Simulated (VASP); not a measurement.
# V (P6_3/mmc) in VASP: relaxation of cell and atoms with PBEsol

Aim: the relaxation of cell and atoms of V with PBEsol.

Everything below comes from runs of VASP 6.6.1. Logs are shortened: lines on timing, memory, paths and dates and some standing lists are left out, and cuts for length are marked.

**1. The crystal as given**

The structure is hexagonal, space group P6_3/mmc (No. 194). Conventional cell: a = 2.604 Å, b = 2.604 Å, c = 4.723 Å, α = 90.00°, β = 90.00°, γ = 120.00°. Around V (site symmetry -6m2) lie 12 V at 2.60 to 2.80 Å.

This isn't the form of V at room conditions, which is bcc.

**2. Relaxation of cell and atoms, PBEsol, collinear spin, ferromagnetic start**

Contents of INCAR:

```
PREC = Accurate
ENCUT = 600
EDIFF = 1E-7
ISMEAR = -1
SIGMA = 0.05
LREAL = F
LASPH = T
NELM = 120
ALGO = Normal
ISIF = 3
LWAVE = F
LCHARG = F
ISPIN = 2
MAGMOM = 2 2
LORBIT = 11
LMAXMIX = 4
GGA = PS
IBRION = 2
NSW = 40
EDIFFG = -0.01
```

Contents of KPOINTS:

```
regular mesh
0
Gamma
  10 10 6
```

Contents of POSCAR:

```
V
1.0
    2.6042941027      0.0000000000      0.0000000000
   -1.3021470513      2.2553848518      0.0000000000
    0.0000000000      0.0000000000      4.7233360000
V
2
Direct
    0.3333333333      0.6666666667      0.2500000000
    0.6666666667      0.3333333333      0.7500000000
```

Potentials or basis: VASP PAW PBE potentials, release 64 (V_sv).

Started as:

```sh
cat potpaw_PBE.64/V_sv/POTCAR > POTCAR
mpirun -np 1 vasp_std > vasp.out
```

OUTCAR:

```text
PREC = Accurate
   ENCUT = 600
   EDIFF = 1E-7
   ISMEAR = -1
   LREAL = F
   LASPH = T
   NELM = 120
   ISIF = 3
   ISPIN = 2
   LORBIT = 11
   GGA = PS
   IBRION = 2
   NSW = 40
   EDIFFG = -0.01

 ion  position               nearest neighbor table
   1  0.333  0.667  0.250-   2 2.80   2 2.80   2 2.80   2 2.80   2 2.80   2 2.80
   2  0.667  0.333  0.750-   1 2.80   1 2.80   1 2.80   1 2.80   1 2.80   1 2.80

  LATTYP: Found a hexagonal cell.
 ALAT       =     2.6042941027
 C/A-ratio  =     1.8136722712

  Lattice vectors:

 A1 = (   2.6042941027,   0.0000000000,   0.0000000000)
 A2 = (  -1.3021470513,   2.2553848518,   0.0000000000)
 A3 = (   0.0000000000,   0.0000000000,   4.7233360000)

Analysis of symmetry for initial positions (statically):
=====================================================================
 Subroutine PRICEL returns:
 Original cell was already a primitive cell.

 Routine SETGRP: Setting up the symmetry group for a
 hexagonal supercell.

 Subroutine GETGRP returns: Found 24 space group operations
 (whereof 12 operations were pure point group operations)
 out of a pool of 24 trial point group operations.

The static configuration has the point symmetry D_3d.
 The point group associated with its full space group is D_6h.

Analysis of symmetry for dynamics (positions and initial velocities):
=====================================================================
 Subroutine PRICEL returns:
 Original cell was already a primitive cell.

 Routine SETGRP: Setting up the symmetry group for a
 hexagonal supercell.

 Subroutine GETGRP returns: Found 24 space group operations
 (whereof 12 operations were pure point group operations)
 out of a pool of 24 trial point group operations.

The dynamic configuration has the point symmetry D_3d.
 The point group associated with its full space group is D_6h.

Analysis of structural, dynamic, and magnetic symmetry:
=====================================================================
 Subroutine PRICEL returns:
 Original cell was already a primitive cell.

 Routine SETGRP: Setting up the symmetry group for a
 hexagonal supercell.

 Subroutine GETGRP returns: Found 24 space group operations
 (whereof 12 operations were pure point group operations)
 out of a pool of 24 trial point group operations.

The overall configuration has the point symmetry D_3d.
 The point group associated with its full space group is D_6h.

 Subroutine INISYM returns: Found 24 space group operations
 (whereof 12 operations are pure point group operations),
 and found     1 'primitive' translations

----------------------------------------------------------------------------------------

                                     Primitive cell

  volume of cell :      27.7434

  direct lattice vectors                    reciprocal lattice vectors
     2.604294103  0.000000000  0.000000000     0.383981210  0.221691655  0.000000000
    -1.302147051  2.255384852  0.000000000     0.000000000  0.443383310  0.000000000
     0.000000000  0.000000000  4.723336000     0.000000000  0.000000000  0.211714771

  length of vectors
     2.604294103  2.604294103  4.723336000     0.443383310  0.443383310  0.211714771

  position of ions in fractional coordinates (direct lattice)
     0.333333333  0.666666667  0.250000000
     0.666666667  0.333333333  0.750000000

  ion indices of the primitive-cell ions
   primitive index   ion index
                 1           1
                 2           2

----------------------------------------------------------------------------------------

 KPOINTS: regular mesh

Automatic generation of k-mesh.
 Grid dimensions read from file:
 generate k-points for:   10   10    6

 Generating k-lattice:

  Cartesian coordinates                     Fractional coordinates (reciprocal lattice)
     0.038398121  0.022169165  0.000000000     0.100000000  0.000000000  0.000000000
     0.000000000  0.044338331  0.000000000     0.000000000  0.100000000  0.000000000
     0.000000000  0.000000000  0.035285795     0.000000000  0.000000000  0.166666667

  Length of vectors
     0.044338331  0.044338331  0.035285795

  Shift w.r.t. Gamma in fractional coordinates (k-lattice)
     0.000000000  0.000000000  0.000000000

 Subroutine IBZKPT returns following result:
 ===========================================

 Found     56 irreducible k-points:

 Following reciprocal coordinates:
            Coordinates               Weight
  0.000000  0.000000  0.000000      1.000000
  0.100000 -0.000000  0.000000      6.000000
  0.200000 -0.000000  0.000000      6.000000
  0.300000 -0.000000  0.000000      6.000000
  0.400000 -0.000000  0.000000      6.000000
  0.500000 -0.000000  0.000000      3.000000
[... 16 lines left out ...]
  0.300000  0.100000  0.166667     24.000000
  0.400000  0.100000  0.166667     24.000000
 [... further k-points ...]
   k-points           NKPTS =     56   k-points in BZ     NKDIM =     56   number of bands    NBANDS=     19
   number of dos      NEDOS =    301   number of ions     NIONS =      2
   total plane-waves  NPLWV =  23040
   dimension x,y,z NGX =    24 NGY =   24 NGZ =   40
   dimension x,y,z NGXF=    48 NGYF=   48 NGZF=   80
   ions per type =               2
   NGX,Y,Z   is equivalent  to a cutoff of  15.32, 15.32, 14.08 a.u.
   NGXF,Y,Z  is equivalent  to a cutoff of  30.64, 30.64, 28.16 a.u.
 SYSTEM =  unknown system
   PREC   = accura    normal or accurate (medium, high low for compatibility)
   ISTART =      0    job   : 0-new  1-cont  2-samecut
   ICHARG =      2    charge: 1-file 2-atom 10-const
   ISPIN  =      2    spin polarized calculation?
   LNONCOLLINEAR =      F non collinear calculations
   LSORBIT =      F    spin-orbit coupling
   LASPH  =      T    aspherical Exc in radial PAW
   ENCUT  =  600.0 eV  44.10 Ry    6.64 a.u.   5.20  5.20  9.43*2*pi/ulx,y,z
   NELM   =    120;   NELMIN=  2; NELMDL= -5     # of ELM steps
   EDIFF  = 0.1E-06   stopping-criterion for ELM
   LREAL  =      F    real-space projection
   EDIFFG = -.1E-01   stopping-criterion for IOM
   NSW    =     40    number of steps for IOM
   IBRION =      2    ionic relax: 0-MD 1-quasi-New 2-CG
   NFREE  =      1    steps in history (QN), initial steepest desc. (CG)
   ISIF   =      3    stress and relaxation
   ISYM   =      2    0-nonsym 1-usesym 2-fastsym
   POTIM  = 0.5000    time-step for ionic-motion
   TEBEG  =    0.0;   TEEND  =   0.0 temperature during run
   PSTRESS=    0.0 pullay stress
   NELECT =      26.0000    total number of electrons
   NUPDOWN=      -1.0000    fix difference up-down
   EMIN   =  10.00;   EMAX   =-10.00  energy-range for DOS
   EFERMI =   0.00;   METHOD = LEGACY
   ISMEAR =    -1;   SIGMA  =   0.05  broadening in eV -4-tet -1-fermi 0-gaus
   EFERMI_NEDOS =   21; number of points for ismear=-14 and -15
   IALGO  =     38    algorithm
   IMIX   =      4    mixing-type and parameters
     AMIX     =   0.40;   BMIX     =  1.00
     AMIX_MAG =   1.60;   BMIX_MAG =  1.00
  volume/ion in A,a.u.               =      13.87        93.61
  Fermi-wavevector in a.u.,A,eV,Ry     =   1.602062  3.027459 34.920768  2.566604
  Thomas-Fermi vector in A             =   2.698942
   LORBIT       =     11    0 simple, 1 ext, 2 COOP (PROOUT), +10 PAW based schemes
   GGA     = PS    functional components
   LHFCALC =     F    Hartree Fock is set to
   AEXX    =    0.0000 exact exchange contribution
   IVDW    =     0    specifies the selected vdW correction
   LEPSILON=     F    determine dielectric tensor
   LRPA    =     F    only Hartree local field effects (RPA)
 conjugate gradient relaxation of ions
 spin polarized calculation
  energy-cutoff  :      600.00
  volume of cell :       27.74
 maximum number of plane-waves:       940
 NGX is ok and might be reduce to    24
   NGX = 11   NGY = 11   NGZ = 19

--------------------------------------- Ionic step        1  -------------------------------------------

 number of electron      26.0000001 magnetization       0.0002066

 Free energy of the ion-electron system (eV)
  ---------------------------------------------------
  ext. energy  EPLUGINS =         0.00000000
  ---------------------------------------------------
  free energy    TOTEN  =       -18.72205200 eV

  energy without entropy =      -18.69313141  energy(sigma->0) =      -18.70759170

 E-fermi :   9.5377     XC(G=0): -12.8802

 val. band max:        9.5293240782   @ k =   0.4000   0.2000   0.1667
 cond. band min:       9.5468438108   @ k =   0.3000   0.1000   0.0000
 fundamental gap:      0.0175197325
 Fermi energy:         9.5376874608

 spin component 1

 k-point     1 :       0.0000    0.0000    0.0000
  band No.  band energies     occupation
      1     -54.2369      1.00000
      2     -54.1280      1.00000
      3     -28.4402      1.00000
      4     -27.7992      1.00000
      5     -27.6714      1.00000
      6     -27.6714      1.00000
[... 11 lines left out ...]
     18      11.3725      0.00000
     19      12.4215      0.00000
[... 1219 lines left out ...]
  FREE ENERGIE OF THE ION-ELECTRON SYSTEM (eV)
  ---------------------------------------------------
  free  energy   TOTEN  =       -18.7460030206 eV

  energy  without entropy=      -18.7177517605  energy(sigma->0) =      -18.73187739

--------------------------------------- Ionic step        6  -------------------------------------------

 number of electron      26.0000007 magnetization       0.0000002

 number of electron      26.0000007 magnetization      -0.0000002

 Free energy of the ion-electron system (eV)
  ---------------------------------------------------
  ext. energy  EPLUGINS =         0.00000000
  ---------------------------------------------------
  free energy    TOTEN  =       -18.74600306 eV

  energy without entropy =      -18.71775284  energy(sigma->0) =      -18.73187795

 E-fermi :  10.0370     XC(G=0): -13.0962

 val. band max:       10.0238283330   @ k =   0.3000   0.1000   0.3333
 cond. band min:      10.0446030828   @ k =   0.4000   0.2000   0.1667
 fundamental gap:      0.0207747498
 Fermi energy:        10.0369992322

 spin component 1

 k-point     1 :       0.0000    0.0000    0.0000
  band No.  band energies     occupation
      1     -53.7074      1.00000
      2     -53.5780      1.00000
      3     -27.9492      1.00000
      4     -27.2140      1.00000
      5     -27.0833      1.00000
      6     -27.0833      1.00000
[... 11 lines left out ...]
     18      11.9465      0.00000
     19      13.0655      0.00000
[... 1060 lines left out ...]
 POSITION                                       TOTAL-FORCE (eV/Angst)
 -----------------------------------------------------------------------------------
     -0.00000      1.48494      1.16396        -0.000000      0.000000      0.000000
      1.28600      0.74247      3.49188         0.000000     -0.000000      0.000000
 -----------------------------------------------------------------------------------
    total drift:                                0.000000     -0.000000      0.000000

  FREE ENERGIE OF THE ION-ELECTRON SYSTEM (eV)
  ---------------------------------------------------
  free  energy   TOTEN  =       -18.7460030630 eV

  energy  without entropy=      -18.7177528389  energy(sigma->0) =      -18.73187795

 reached required accuracy - stopping structural energy minimisation

 total charge

# of ion       s       p       d       tot
------------------------------------------
    1        2.356   6.225   3.118  11.699
    2        2.356   6.225   3.118  11.699
--------------------------------------------------
tot          4.712  12.451   6.235  23.398

 magnetization (x)

# of ion       s       p       d       tot
------------------------------------------
    1       -0.000   0.000   0.000   0.000
    2       -0.000   0.000   0.000   0.000
--------------------------------------------------
tot         -0.000   0.000   0.000   0.000
```

Run time: 93 s. Hardware: 1 thread of Intel Xeon 6975P-C (Granite Rapids), shared host; peak memory 0.21 GiB.

Results:

```
Free energy                                           : -18.7460 eV
Relaxed volume                                        : 13.34 Å³/atom
Relaxed cell                                          : a = 2.572 Å, b = 2.572 Å, c = 4.656 Å, α = 90.00°, β = 90.00°, γ = 120.00°
Space group after relaxing (to 0.05 Å)                : P6_3/mmc (No. 194)
Energy gained by relaxing                             : 12.0 meV/atom
Ionic steps                                           : 6
Pressure after relaxing                               : -0.1 GPa
Band gap on the k mesh                                : none (metal or under the smearing width)
Net moment                                            : 0.00 μB per cell
Valence electrons inside the program's atomic spheres : V 11.70
```

The path:
```csv
step,energy change (eV),largest force (eV/Å),pressure (GPa),volume (Å³)
1,0.0000,0.0000,-6.86,27.74
2,0.0122,0.0000,9.73,25.43
3,-0.0239,0.0000,-0.07,26.67
4,-0.0239,0.0000,0.07,26.65
5,-0.0240,0.0000,-0.08,26.67
6,-0.0240,0.0000,-0.06,26.67
```

Final structure:
```
V
1.0
     2.57200    0.00000    0.00000
    -1.28600    2.22741    0.00000
     0.00000    0.00000    4.65584
V
2
Direct
  0.33333 0.66667 0.25000
  0.66667 0.33333 0.75000
```

Caveat: the PAW data sets were made with another functional, which shifts forces and pressure a little.

**3. For comparison**

An earlier run on the cell as given: functional PBE; potentials or basis VASP PAW PBE potentials, release 64 (V_sv); cutoff 520 eV; k mesh 12 × 12 × 6; occupations fermi-dirac, width 0.05 eV; collinear spin, ferromagnetic start; starting moments [2.0, 2.0] μB.

- Pressure: -0.3 GPa
- Band gap on the k mesh: none (metal or under the smearing width)
- Net moment: 0.00 μB per cell
- Valence electrons inside the program's atomic spheres: V 11.63
